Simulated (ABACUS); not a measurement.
## Re under changes of volume

One of the cells (15.407 Å³/atom); the others are scaled copies at fixed shape and fractional positions:

```
Re
1.0
     0.00000    1.97500    1.97500
     1.97500    0.00000    1.97500
     1.97500    1.97500    0.00000
Re
1
Direct
  0.00000 0.00000 0.00000
```

This isn't the form of Re at room conditions, which is hcp.

* Program: ABACUS 3.10.1
* Functional: PBE
* Potentials or basis: PseudoDojo NC SR 0.4.1 PBE standard
* Cutoff: 1361 eV
* Density cutoff: 5442 eV
* Basis: DZP LCAO (the cutoffs set its grid)
* k mesh: 12 × 12 × 12
* Occupations: fermi-dirac, width 0.05 eV
* Spin: no spin polarisation

```tsv
volume (Å³/atom)	energy over the lowest point (meV/atom)	pressure (GPa)
14.483	26.13	15.4
14.791	?	?
15.099	0.00	-1.0
15.407	8.83	-8.0
15.716	30.27	-14.1
16.024	62.94	-19.6
16.332	105.65	-24.5
```

Problem. What does the run at 14.791 Å³/atom give?

Solution. Energy over the lowest point 5.18 meV/atom; pressure 6.7 GPa.

Worked out: A Birch-Murnaghan fit of order 3 (a polynomial in V^(-2/3)) to the other rows has its minimum at 15.05 Å³/atom with B0 = V·E''(V) = 362 GPa and B' = 4.4. It gives 5.22 meV/atom at 14.791 Å³/atom, against the run's 5.18, and -dE/dV = 6.6 GPa, against 6.7.

Energies are extrapolated to zero smearing.

Caveats: the atomic orbitals were generated for these runs and aren't a published set; the basis of atomic orbitals isn't converged, which shifts pressures, moduli and gaps.
